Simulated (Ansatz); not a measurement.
A run of Ansatz 0.2.0 is set up as follows.

input.yaml

```yaml
crystal:
  lattice:
    - [4.3, 0.0, 0.0]
    - [-2.15, 3.7239092363, 0.0]
    - [0.0, 0.0, 7.02]
  atoms:
    - { symbol: Cd, position: [0.6666666667, 0.3333333333, 0.5] }
    - { symbol: Cd, position: [0.3333333333, 0.6666666667, 0.0] }
    - { symbol: Se, position: [0.6666666667, 0.3333333333, 0.885] }
    - { symbol: Se, position: [0.3333333333, 0.6666666667, 0.385] }
hamiltonian:
  xc: pbe
  pseudopotentials: { kind: paw }
kpoints:
  mp_grid: { grid: [7, 7, 4] }
scf:
  occupations: { method: gaussian, width: 0.013 }
output:
  forces: true
  stress: true
  eigenvalues: true
```

Potentials or basis: Ansatz PAW.

The run is started by

```bash
$ ansatz run input.yaml --threads 2 --pin off --max-ram 5632MiB --backend cpu --events-out ev --progress --plain --runs-dir out
```

Task: Estimate the largest force.

Result: 0.282 eV/Å.

Task: What does it give for the pressure?

Result: 3.0 GPa.

Task: What does it give for the band gap on the k mesh?

Result: 0.70 eV, direct.

Stress tensor (GPa, compression positive):
```
3.69 0.00 0.00
0.00 3.69 0.00
0.00 0.00 1.66
```

Caveat: odd divisions of the mesh miss points on the zone boundary, where band edges often lie, so the gap on the mesh can be too wide.

**The experiment to reproduce.**

From a printed reference work, data compilation, for a bulk crystal of CdSe at 2 K: band gap 1.841 eV.

Measured gap of CdSe: 1.841 eV (2 K; a printed reference work, data compilation). This calculation gives 0.70 eV (-1.14 eV). So large a miss can be the level of theory's own, or it may mean another phase, state or a wrong row. Spin-orbit coupling on Cd, Se is left out. The value is that of PBE, without temperature or zero-point motion. Semilocal functionals fall short of measured gaps as a rule.
